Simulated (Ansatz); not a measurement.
# CdSe (Fm-3m) in Ansatz: a series of runs, part 2 of 2

Ansatz 0.2.0. The steps go on from the part before.

## (3) Phonons, BLYP+D4, collinear spin, ferromagnetic start

The input, input.yaml:

```yaml
crystal:
  lattice:
    - [0.0, 2.873958, 2.873958]
    - [2.873958, 0.0, 2.873958]
    - [2.873958, 2.873958, 0.0]
  atoms:
    - { symbol: Cd, position: [0.0, 0.0, 0.0], spin: 1.0 }
    - { symbol: Se, position: [0.5, 0.5, 0.5] }
kpoints:
  mp_grid: { grid: [8, 8, 8] }
scf:
  occupations: { method: methfessel_paxton, width: 0.15 }
hamiltonian:
  xc: blyp
  dispersion: d4
  pseudopotentials: { kind: all_electron, datasets: crystal }
magnetization:
  spin_polarized: true
  initial_magnetization: 1.0
  spin_locking: { lock_magnetization: hard }
output: {}
phonons:
  method: fd
  supercell: [1, 1, 1]
```

Potentials or basis: all-electron PAW datasets made for the crystal.

Command:

```console
$ ansatz run input.yaml --threads 1 --pin off --max-ram 2560MiB --backend cpu --events-out ev --progress --plain --runs-dir out
```

Standard output:

```text
Warning: RAYON_NUM_THREADS=1 ignored (pool sized by the plan → 1); use --threads N
hamiltonian.pseudopotentials.datasets: crystal makes datasets for this crystal and solves the spheres of its atoms anew in each pass: cutoff 260.0 eV, the density's 1040.0 eV; for an error of 0.50 meV an atom under PBE, 1.0 meV for the cell; an energy difference from a run of another recipe may be off by several times the error for the cell, under r2SCAN by more, where some 0.1 meV an atom stays at smaller errors; Se in spheres of 1.376 Å, 6 of its electrons in bands; Cd in spheres of 1.376 Å, 20 of its electrons in bands
Engine: ansatz 0.2.0, x86_64-unknown-linux-gnu
Pseudopotentials: kind: all_electron
Pseudopotential: Cd, paw, valence charge 20, recommended cutoff 260 eV (normal), crystal/all_electron/pbe/scalar/gaussian/Cd, Koelling and Harmon's equation, gaussian nucleus
Pseudopotential: Se, paw, valence charge 6, recommended cutoff 260 eV (normal), crystal/all_electron/pbe/scalar/gaussian/Se, Koelling and Harmon's equation, gaussian nucleus
Functional definition: BLYP
  parameter beta = 0.0042
  parameter a = 0.04918
  parameter b = 0.132
  parameter c = 0.2533
  parameter d = 0.349
  exchange = b88_x(beta = beta)
  correlation = lyp_c(a = a, b = b, c = c, d = d)
a search for the magnetic state begins, with frozen cores and fixed partial waves. It gives no result and prints no iterations
the search for the magnetic state of this step took 8 SCF iterations with frozen cores. It stayed in its first state, in which the spheres begin
Crystal: 2 atoms, lattice volume = 47.476 Å³
Basis set: ecut = 260 eV, 459 PW (Γ), exchange–correlation on 72×72×72 points (27 copies of the dense FFT grid, shifted against one another)
Bands: 18, of which v1, the nominal top of the filled ones, is band 13 counted from 1 (12 counted from 0)
Symmetry: 48 space group operations
Space group: Fm-3m (ITA 225), of the structure as read, at distance tolerance 3.6e-5 Å
Magnetic group: BNS 225.116 (UNI 1618), of the structure as read, at distance tolerance 3.6e-5 Å
k-points: 29 of 512
Non-local potential: Cd, projectors of the file, l = 0: 2, l = 1: 2, l = 2: 2
Non-local potential: Se, projectors of the file, l = 0: 1, l = 1: 1
PAW form: soft (Blöchl's): semilocal exchange-correlation on the pseudo side does not see the compensation charge
PAW one-centre angular grid: Cd, 590 points (default); XC on its mesh's 1869 points in the sphere
PAW one-centre angular grid: Se, 110 points (default); XC on its mesh's 1903 points in the sphere
Initial density: read from a saved state, or passed on in memory by an earlier SCF of this step, an earlier step, the calling program or the single point that the run made first
Starting moments: Σ|m| = 1 μB on 1 of 2 sites; this step starts from the density that it was given
Initial wavefunctions: pseudopotential atomic-orbital guess
Functional: x = b88, c = lyp
SCF 1 converged in 8 iterations: F = -218389.183154 eV  dr2 = 6.57e-9
Stability of the state it starts from, as read at its close in the collinear treatment: not read, because cold or Methfessel-Paxton smearing, or corrected tetrahedra, fill the levels in a way that the test cannot read (fill_not_monotonic); its run was given moments
iter 1 solved again at ethr=2.96e-11 eV; its pass at ethr=1.00e-1 eV (dr2=5.15e-4 eV) is discarded
SCF iter   1: F=—  HF=-218389.183149 eV  |F-HF|=—  |Δ(HF+E_count)|=         —  Δρ=4.23e-6 (↑4.23e-6 ↓4.17e-6)  dr2=1.10e-8  dr2_m=5.30e-11  M=1.000 μB ∫|m|=1.000 μB  β_m=0.30  ethr=2.96e-11  ⟨swp⟩=5.5  Hψ=15874  notcnv=0
preconditioner: auto → Kerker (q_TF=auto, 2.468 Å⁻¹)  [metal: Δε(μ)=0.029 eV  Ē_g=12.793 eV  σ=0.150 eV  W_gap=0.16  n_scr=14 (ndim 8)  ℏωp=22.9 eV  f_vac=0.011  D(μ)=2.14/eV (n_scr^D=14)]
spin=Collinear: Kerker preconditioning applied to the charge; magnetization (m = ρ↑ − ρ↓) channel mixes plain (no charge-response kernel on spin).
[... 34 lines left out ...]
SCF iter   6: F=—  HF=-218389.183142 eV  |F-HF|=—  |Δ(HF+E_count)|=  2.91e-11  S|Δr|=    0.00e0  Δρ=2.54e-7 (↑1.93e-7 ↓2.54e-7)  dr2=8.06e-11  dr2_m=3.87e-12  M=1.000 μB ∫|m|=1.000 μB  β_m=0.79  ethr=1.00e-12  ⟨swp⟩=3.0  Hψ=4926  notcnv=0
SCF iter   7: F=-218389.183142 eV  HF=-218389.183142 eV  |F-HF|=2.91e-11  |Δ(HF+E_count)|=  5.82e-11  S|Δr|=    0.00e0  Δρ=1.11e-7 (↑9.06e-8 ↓1.11e-7)  dr2=1.85e-11  dr2_m=7.30e-13  M=1.000 μB ∫|m|=1.000 μB  ethr=1.00e-12  ⟨swp⟩=2.0  Hψ=3697  notcnv=0
SCF 4 converged in 7 iterations: F = -218389.183146 eV  dr2 = 1.85e-11
  Residual-converged pass: ⟨swp⟩=2.6  Hψ=3790  notcnv=0  max |occ|·‖R‖ = 1.7e-7 eV (tolerance 1.7e-7 eV)  dr2=1.83e-11  dr2_m=7.72e-13  dr2_onsite=1.55e-11  max |Δocc| = 1.5e-12
SCF converged after 5 iterations
Stability not checked: this state was not tested for a lower state beside it, because cold or Methfessel-Paxton smearing, or corrected tetrahedra, fill the levels in a way that the test cannot read (fill_not_monotonic; see scf.lower_state_search)
Magnetization: 1.0000 μB (13.5000 up, 12.5000 down)
Absolute magnetization: 1.0000 μB (∫|ρ↑−ρ↓|)
Spin contamination: -0.0201 ħ² per cell (⟨S²⟩ above its minimum at these occupations)
Per-site moments (μB) at R_I (Å): [(0.2083793967119395, 1.1855076750000002), (0.4990738197607611, 1.1855076750000002)]
Free energy (F): -218389.183153 eV
Harris-Foulkes:  -218389.183153 eV  (|F-HF|=5.82e-11)
Internal energy: -218389.179438 eV  (E = F + TS)
E sigma→0 (E₀):  -218389.182224 eV
Entropy (-TS):   -0.003716 eV (-1.858 meV/atom)
Past the cutoff: the bands carry plane waves up to 1.75 times it, of which those up to 1.5 times it add -0.000964 eV an atom, each by itself; the spheres take 0.000579 eV an atom off the energy for waves past 1.75 times it
By the cutoff:   a pressure is off by up to 0.009 GPa (1.2 times the spheres' own share and the shells' term, over an atom's volume, and 0.004 GPa: a bound that held against runs at twice the plane waves)
Past the cutoffs: a stress includes 0.0036 GPa for waves and charges beyond them, in addition to the slope of what the spheres take
In the spheres:  the bands' charges fall short by 4.0e-6 e at most (sound up to 1e-3)
Fermi energy:    12.200943 (↑ 13.846372, ↓ 10.555514) eV
--- Per-component energies (eV) ---
  E_band       = -402.775453
  E_kinetic    = 235.673027
  E_local      = -3163.283762  (includes V_loc(G=0)·N_el)
  E_nonlocal   = -157.584095
  E_hartree    = 1561.112129
  E_xc         = -115.069331
  E_vxc        = -145.054213  (∫ρ·V_xc dr)
  E_paw        = -220420.338315  (= ΣΔE_a)
  E_vpaw       = -6798.094994  (= ΣTr[D̂ρ^β])
  E_ewald      = -2831.540465
  E_disp       = -1.492953  (pairwise vdW)
  E_smearing   = -0.003716  (= −TS)
  E_closure    = 6503.344328  (closes the sum)
  Σ components = -218389.183153   (vs F -218389.183153, Δ=0.00e0)
  The terms above E_closure are by the made datasets' own strengths, without shells solved beside the bands.
--- Forces (eV/Å), atoms counted from 1 ---
  atom   1  Cd    -0.00000000     0.00000000    -0.00000000
  atom   2  Se     0.00000000    -0.00000000    -0.00000000
  max |Σ_I F_I| component: 3.29e-30 eV/Å
--- Band table (eV; the first three rows and the last of 58) ---
  k-point 0 ↑: bands = ["-90.5014", "-51.5558", "-51.5558", "-51.5558", "-2.1518", "3.4488", "3.4488", "3.4876", "3.4876", "3.4876", "10.1437", "10.1437", "10.1437", "11.1177", "19.9886", "19.9886", "19.9886", "20.8449"]
  k-point 1 ↑: bands = ["-90.5014", "-51.5560", "-51.5559", "-51.5559", "-2.0507", "3.4143", "3.4143", "3.4776", "3.5047", "3.5047", "8.8808", "10.2243", "10.2243", "12.3994", "18.6445", "19.3070", "19.3070", "20.6591"]
  k-point 2 ↑: bands = ["-90.5013", "-51.5562", "-51.5559", "-51.5559", "-1.7860", "3.3271", "3.3271", "3.4398", "3.5527", "3.5527", "7.4750", "10.4300", "10.4300", "13.7385", "17.3395", "17.8769", "17.8769", "20.9000"]
  k-point 28 ↓: bands = ["-90.4469", "-51.4986", "-51.4986", "-51.4984", "-0.8731", "3.4590", "3.5859", "3.5859", "3.7596", "4.0640", "8.2575", "8.2575", "8.3468", "14.1408", "17.2660", "18.9116", "18.9116", "23.3217"]
--- Phonons: 2 displaced members + reference (amplitude 0.0025 Å, Σ member SCF iterations 14) ---
  symmetry images taken by strict's conditions (phonons.symmetry_images: auto; settled by no image being taken that strict refuses)
  ASR residual: 4.708e-4 → 0.000e0 eV/Å²; symmetrization residual: 2.539e-4 eV/Å²
  pairwise dispersion correction: d4 (s6 = 1.0, s8 = 2.34076671, s9 = 1.0, a1 = 0.44488865, a2_bohr = 4.0933009), with the weights of each atom's references fixed at the reference crystal's, and the forces and stress that the weights' published response gives there kept as a pressure on the atom's counted neighbours (hamiltonian.dispersion)
  largest component of a force at the reference: 5.0e-30 eV/Å
  ASR residual per site (eV/Å²): 4.71e-4 1.90e-4
  Γ frequencies (cm⁻¹): 0.00 0.00 0.00 114.60 114.60 114.60
  density of states and harmonic sums: on the 19×19×19 q-mesh, interpolated from the force constants of a 1×1×1 supercell (no non-analytic term)
  largest difference from the sums on the solved wave vectors: F 6.80e-1 eV, S 9.38e-4 and C_V 2.58e-4 eV/K
  zero-point energy: 0.029272 eV/cell   skipped modes (ω ≤ 0): 3   left out of the sums: 7.29e-5 of the cell's modes: C_V's classical limit lies that fraction below 3 k_B per atom; for a crystal, a wire or a layer, F and S can be off by more, and a phonons.interpolated_qmesh denser along its periods is the remedy for the sampling
```

phthermo.tsv:

```text
# format = ansatz-phthermo/1
# interpolated_qmesh = 19 19 19
# force_constants_supercell = 1 1 1
# fixed_weight_pressure_dispersion = d4
# dispersion_damping = {"method":"d4","s6":1.0,"s8":2.34076671,"s9":1.0,"a1":0.44488865,"a2_bohr":4.0933009}
# published_state_doubts = band_levels_unverified printed_levels_off
# non_analytic_term = not included (the non-analytic LO-TO correction is not applied to the interpolated dynamical matrix; polar crystals: no LO-TO splitting at GAMMA, and LO and other optical branches, acoustic branches and sound speeds, and with them the density of states and the thermodynamics, can be off between the wave vectors that the force constants were sampled on, most near GAMMA; a larger extent of the force constants narrows that region and is not shown to mend the acoustic slopes)
# zero_point_energy_ev = 2.9271590868e-2
# n_skipped_modes = 3
# share_of_modes_left_out = 7.2896923750e-5
# rigid_motions_known_by = geometry
# t_k	f_vib_ev	s_ev_per_k	c_v_ev_per_k
0.0000	2.9271590868e-2	0.0000000000e0	0.0000000000e0
10.0000	2.9265990947e-2	2.4606117381e-6	8.4091791543e-6
20.0000	2.9152443386e-2	2.5627617675e-5	7.9423582593e-5
30.0000	2.8651335410e-2	7.8432914414e-5	1.8818230760e-4
40.0000	2.7536810072e-2	1.4558808141e-4	2.7831713350e-4
50.0000	2.5733058777e-2	2.1493895088e-4	3.4161449487e-4
[... 93 lines left out ...]
990.0000	-1.1286820008e0	1.6576825244e-3	5.1640524399e-4
1000.0000	-1.1452848200e0	1.6628726304e-3	5.1641711589e-4
```

It took 61 s on 1 thread of Intel Xeon Platinum 8375C at 2.90GHz (Ice Lake), shared host; peak memory 0.68 GiB.

What came out:

| Property | Result |
| --- | --- |
| Free energy | -218389.1832 eV |
| Absolute moment | 1.00 μB per cell |
| Site moments | Cd +0.21; Se +0.50 μB |
| Highest phonon frequency at Γ, LO-TO splitting left out | 115 cm⁻¹ |

Phonon frequencies in cm⁻¹ (negative: imaginary):
```tsv
q point	frequencies
(0.000, 0.000, 0.000)	0 0 0 115 115 115
```

Caveat: the program warned that the printed levels may be off, so bands, gaps and densities of states are rough; the program listed the state as in doubt; the total moment is fixed, so each spin has its own Fermi level.

## (4) Single point, PBE, 22.31 Å³/atom (volume scaled by 0.94)

The input, input.yaml:

```yaml
crystal:
  lattice:
    - [0.0, 2.8152893338, 2.8152893338]
    - [2.8152893338, 0.0, 2.8152893338]
    - [2.8152893338, 2.8152893338, 0.0]
  atoms:
    - { symbol: Cd, position: [0.0, 0.0, 0.0] }
    - { symbol: Se, position: [0.5, 0.5, 0.5] }
kpoints:
  mp_grid: { grid: [8, 8, 8] }
scf:
  occupations: { method: fermi_dirac, width: 0.05 }
hamiltonian:
  xc: pbe
  pseudopotentials: { kind: all_electron, lapw: { basis_error: 0.0005 } }
output:
  forces: true
  stress: true
  eigenvalues: true
```

Potentials or basis: all-electron LAPW, scalar-relativistic.

Command:

```console
$ ansatz run input.yaml --threads 1 --pin off --max-ram 2560MiB --backend cpu --events-out ev --progress --plain --runs-dir out
```

Wall time 9.1 s (1 thread of Arm Neoverse V2, shared host); peak memory 0.31 GiB.

The run converged. Its results:

| Quantity | Value |
| --- | --- |
| Free energy | -218362.0502 eV |
| Pressure | 3.9 GPa |
| Band gap on the k mesh | none (metal or under the smearing width) |

## (5) Single point, PBE, 22.79 Å³/atom (volume scaled by 0.96)

Edit input.yaml of step 4 so:

```diff
@@ -2,5 +2,5 @@
   lattice:
-    - [0.0, 2.8152893338, 2.8152893338]
-    - [2.8152893338, 0.0, 2.8152893338]
-    - [2.8152893338, 2.8152893338, 0.0]
+    - [0.0, 2.8351159683, 2.8351159683]
+    - [2.8351159683, 0.0, 2.8351159683]
+    - [2.8351159683, 2.8351159683, 0.0]
   atoms:
```

Command:

```console
$ ansatz run input.yaml --threads 1 --pin off --max-ram 2560MiB --backend cpu --events-out ev --progress --plain --runs-dir out
```

It took 9.2 s on 1 thread of Arm Neoverse V2, shared host; peak memory 0.31 GiB.

It converged, with:

| Item | Value |
| --- | --- |
| Free energy | -218362.0685 eV |
| Pressure | 2.3 GPa |
| Band gap on the k mesh | none (metal or under the smearing width) |

## (6) Single point, PBE, 23.26 Å³/atom (volume scaled by 0.98)

Edit input.yaml of step 5 so:

```diff
@@ -2,5 +2,5 @@
   lattice:
-    - [0.0, 2.8351159683, 2.8351159683]
-    - [2.8351159683, 0.0, 2.8351159683]
-    - [2.8351159683, 2.8351159683, 0.0]
+    - [0.0, 2.8546691101, 2.8546691101]
+    - [2.8546691101, 0.0, 2.8546691101]
+    - [2.8546691101, 2.8546691101, 0.0]
   atoms:
```

Potentials or basis: all-electron LAPW, scalar-relativistic.

Command:

```console
$ ansatz run input.yaml --threads 1 --pin off --max-ram 2560MiB --backend cpu --events-out ev --progress --plain --runs-dir out
```

It took 9 s on 1 thread of Arm Neoverse V2, shared host; peak memory 0.31 GiB.

It converged, with:

| Quantity | Value |
| --- | --- |
| Free energy | -218362.0780 eV |
| Pressure | 0.9 GPa |
| Band gap on the k mesh | none (metal or under the smearing width) |

## (7) Single point, PBE, 23.74 Å³/atom

Edit input.yaml of step 6 so:

```diff
@@ -2,5 +2,5 @@
   lattice:
-    - [0.0, 2.8546691101, 2.8546691101]
-    - [2.8546691101, 0.0, 2.8546691101]
-    - [2.8546691101, 2.8546691101, 0.0]
+    - [0.0, 2.873958, 2.873958]
+    - [2.873958, 0.0, 2.873958]
+    - [2.873958, 2.873958, 0.0]
   atoms:
```

Command:

```console
$ ansatz run input.yaml --threads 1 --pin off --max-ram 2560MiB --backend cpu --events-out ev --progress --plain --runs-dir out
```

It took 8.6 s on 1 thread of Arm Neoverse V2, shared host; peak memory 0.31 GiB.

The run converged. Its results:

```yaml
Free_energy: -218362.0797 eV
Pressure: -0.3 GPa
Band_gap_on_the_k_mesh: none (metal or under the smearing width)
```

## (8) Single point, PBE, 24.21 Å³/atom (volume scaled by 1.02)

Edit input.yaml of step 7 so:

```diff
@@ -2,5 +2,5 @@
   lattice:
-    - [0.0, 2.873958, 2.873958]
-    - [2.873958, 0.0, 2.873958]
-    - [2.873958, 2.873958, 0.0]
+    - [0.0, 2.8929913891, 2.8929913891]
+    - [2.8929913891, 0.0, 2.8929913891]
+    - [2.8929913891, 2.8929913891, 0.0]
   atoms:
```

Command:

```console
$ ansatz run input.yaml --threads 1 --pin off --max-ram 2560MiB --backend cpu --events-out ev --progress --plain --runs-dir out
```

Wall time 8.8 s (1 thread of Arm Neoverse V2, shared host); peak memory 0.31 GiB.

Results (log left out):

```
Free energy            : -218362.0746 eV
Pressure               : -1.4 GPa
Band gap on the k mesh : none (metal or under the smearing width)
```

## (9) Single point, PBE, 24.69 Å³/atom (volume scaled by 1.04)

Edit input.yaml of step 8 so:

```diff
@@ -2,5 +2,5 @@
   lattice:
-    - [0.0, 2.8929913891, 2.8929913891]
-    - [2.8929913891, 0.0, 2.8929913891]
-    - [2.8929913891, 2.8929913891, 0.0]
+    - [0.0, 2.9117775739, 2.9117775739]
+    - [2.9117775739, 0.0, 2.9117775739]
+    - [2.9117775739, 2.9117775739, 0.0]
   atoms:
```

Potentials or basis: all-electron LAPW, scalar-relativistic.

Command:

```console
$ ansatz run input.yaml --threads 1 --pin off --max-ram 2560MiB --backend cpu --events-out ev --progress --plain --runs-dir out
```

Wall time 8.6 s (1 thread of Arm Neoverse V2, shared host); peak memory 0.31 GiB.

The run converged. Its results:

| Item | Value |
| --- | --- |
| Free energy | -218362.0633 eV |
| Pressure | -2.4 GPa |
| Band gap on the k mesh | none (metal or under the smearing width) |

## (10) Single point, PBE, 25.16 Å³/atom (volume scaled by 1.06)

Edit input.yaml of step 9 so:

```diff
@@ -2,5 +2,5 @@
   lattice:
-    - [0.0, 2.9117775739, 2.9117775739]
-    - [2.9117775739, 0.0, 2.9117775739]
-    - [2.9117775739, 2.9117775739, 0.0]
+    - [0.0, 2.9303244279, 2.9303244279]
+    - [2.9303244279, 0.0, 2.9303244279]
+    - [2.9303244279, 2.9303244279, 0.0]
   atoms:
```

Command:

```console
$ ansatz run input.yaml --threads 1 --pin off --max-ram 2560MiB --backend cpu --events-out ev --progress --plain --runs-dir out
```

Wall time 8.5 s (1 thread of Arm Neoverse V2, shared host); peak memory 0.31 GiB.

The run converged. Its results:

| Quantity | Value |
| --- | --- |
| Free energy | -218362.0465 eV |
| Pressure | -3.3 GPa |
| Band gap on the k mesh | none (metal or under the smearing width) |

## (11) For comparison

An earlier run on the cell as given: functional PBE; potentials or basis all-electron LAPW, scalar-relativistic; cutoff 218 eV (chosen from the basis error); basis error allowed 0.001 eV/atom; k mesh 8 × 8 × 8; occupations fermi-dirac, width 0.05 eV; no spin polarisation.

* Pressure: -0.3 GPa
* Band gap on the k mesh: none (metal or under the smearing width)
* Loewdin charges: Cd +1.20; Se -1.03 e

## (12) Summary

| task | level | potentials or basis | spin | fixed moment (μB) | k mesh | cutoff (eV) | smearing | moments locked | basis error allowed | gap on the mesh (eV) |
| --- | --- | --- | --- | --- | --- | --- | --- | --- | --- | --- |
| elastic constants | revPBE | all-electron LAPW, Dirac moment of small components | collinear, ferromagnetic start, moments held on the sites | - | 6 × 6 × 6 | 255 | methfessel-paxton 0.15 eV | each atom's moment, at its start value | 0.0005 eV/atom | none |
| phonons | BLYP+D4 | all-electron PAW datasets made for the crystal | collinear, ferromagnetic start | 1.0 | 8 × 8 × 8 | 260 | methfessel-paxton 0.15 eV | - | - | - |
| single point | PBE | all-electron LAPW, scalar-relativistic | off | - | 8 × 8 × 8 | 218 | fermi-dirac 0.05 eV | - | 0.001 eV/atom | none |

Alike in all rows: cell as given.

Caveats: each atom's moment is held at its typed value, so this isn't a free magnetic state (some runs); the k mesh is thin for a metal, which can move the energy by tens of meV per atom (some runs); elastic constants of metals need much finer meshes, so these are rough (some runs); the program warned that the printed levels may be off, so bands, gaps and densities of states are rough (some runs); the program listed the state as in doubt (some runs); the total moment is fixed, so each spin has its own Fermi level (some runs).

Compare energies only between runs with the same functional and basis.
